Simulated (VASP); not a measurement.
Set up this calculation in VASP 6.6.1, as the native input.

```yaml
Task: band structure
Functional: PBE
Potentials_or_basis: VASP PAW PBE potentials, release 64 (Mn_pv, Sb)
Cutoff: 520 eV
k_mesh: 12 × 12 × 8
Occupations: methfessel-paxton, width 0.2 eV
Spin: collinear spin, ferromagnetic start
Starting_moments: "[3.5, 3.5, 0.0, 0.0] μB"
Further_INCAR_settings: ALGO = Fast; EDIFF = 1e-07
```

The structure of MnSb lies in POSCAR:

```
MnSb                                    
1.0
    4.0957654799      0.0000000000      0.0000000000
   -2.0478827399      3.5470369577      0.0000000000
    0.0000000000      0.0000000000      5.5986926114
  Mn              Sb            
     2     2
Direct
     0.0000000000000000    0.0000000000000000    0.0000000000000000
     0.0000000000000000    0.0000000000000000    0.5000000000000000
     0.3333333300000021    0.6666666699999979    0.2500000000000000
     0.6666666699999979    0.3333333300000021    0.7500000000000000
```

One way to write it, as run:

INCAR

```
PREC = Accurate
ENCUT = 520
EDIFF = 1E-7
ISMEAR = 1
SIGMA = 0.2
LREAL = F
LASPH = T
NELM = 100
ALGO = Fast
ISIF = 2
LWAVE = F
LCHARG = F
ISPIN = 2
MAGMOM = 3.5 3.5 0 0
LORBIT = 11
LMAXMIX = 4
GGA = PE
```

KPOINTS

```
regular mesh
0
Gamma
  12 12 8
```

KPOINTS_OPT

```
path GMKGALHA,LM,KH
20
line-mode
reciprocal
 0.0000000000  0.0000000000  0.0000000000  G
 0.5000000000  0.0000000000  0.0000000000  M

 0.5000000000  0.0000000000  0.0000000000  M
 0.3333333333  0.3333333333  0.0000000000  K

 0.3333333333  0.3333333333  0.0000000000  K
 0.0000000000  0.0000000000  0.0000000000  G

 0.0000000000  0.0000000000  0.0000000000  G
 0.0000000000  0.0000000000  0.5000000000  A

 0.0000000000  0.0000000000  0.5000000000  A
 0.5000000000  0.0000000000  0.5000000000  L

 0.5000000000  0.0000000000  0.5000000000  L
 0.3333333333  0.3333333333  0.5000000000  H

 0.3333333333  0.3333333333  0.5000000000  H
 0.0000000000  0.0000000000  0.5000000000  A

 0.5000000000  0.0000000000  0.5000000000  L
 0.5000000000  0.0000000000  0.0000000000  M

 0.3333333333  0.3333333333  0.0000000000  K
 0.3333333333  0.3333333333  0.5000000000  H
```

Potentials or basis: VASP PAW PBE potentials, release 64 (Mn_pv, Sb).

The run is started by

```console
$ cat potpaw_PBE.64/Mn_pv/POTCAR potpaw_PBE.64/Sb/POTCAR > POTCAR
$ mpirun -np 1 vasp_std > vasp.out
```

It gave:

```json
{"Pressure": "0.0 GPa", "Band gap along the path": "none (metal or under the smearing width)", "Net moment": "6.40 μB per cell", "Site moments": "Mn +3.24; Sb -0.12 μB", "Valence electrons inside the program's atomic spheres": "Mn 11.59; Sb 2.47"}
```

Caveat: spin-orbit coupling is left out, which moves the levels of the heavy elements; only a ferromagnetic start was run, and an antiferromagnetic order may lie lower in energy.

Wall time 12 min on 1 thread of Intel(R) Xeon(R) Platinum 8259CL CPU @ 2.50GHz (Skylake/Cascade Lake) (shared host), peak memory 0.61 GiB.
